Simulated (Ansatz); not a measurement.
Crystal: TiO2.

```
Ti O
1.0
     4.81270    0.00000    0.00000
     0.00000    4.87188    0.00000
    -0.86289    0.00000    4.96659
Ti O
4 8
Direct
  0.27744 0.05281 0.21315
  0.72256 0.55281 0.28685
  0.72256 0.94719 0.78685
  0.27744 0.44719 0.71315
  0.06384 0.17697 0.85156
  0.93616 0.67697 0.64844
  0.93616 0.82303 0.14844
  0.06384 0.32303 0.35156
  0.44536 0.75763 0.46677
  0.55464 0.25763 0.03323
  0.55464 0.24237 0.53323
  0.44536 0.74237 0.96677
```

The cell comes from a database or a generator and needn't be the stable form of this composition.

Base run:

- Program: Ansatz 0.2.0
- Functional: PBE
- Potentials or basis: Ansatz PAW
- Cutoff: 420 eV (not typed: the program's choice for these potentials)
- k mesh: 6 × 6 × 6
- Occupations: gaussian, width 0.013 eV
- Spin: no spin polarisation

Its results: band gap on the k mesh 2.30 eV, indirect (least direct gap 2.37 eV); pressure 4.1 GPa; largest force 0.122 eV/Å.

Task: The run is repeated on the same cell with these changes: functional from PBE to r2SCAN; cutoff from 420 eV (not typed: the program's choice for these potentials) to 500 eV (not typed: the program's choice for these potentials); occupations from gaussian, width 0.013 eV to fermi-dirac, width 0.05 eV. What comes out?

Result: Band gap on the k mesh 2.66 eV, indirect (least direct gap 2.72 eV); pressure -1.5 GPa; largest force 0.118 eV/Å.

Caveats: the PAW data sets come from PBE, with cores solved anew for the run's functional, which leaves a small shift of forces and pressure (some runs).
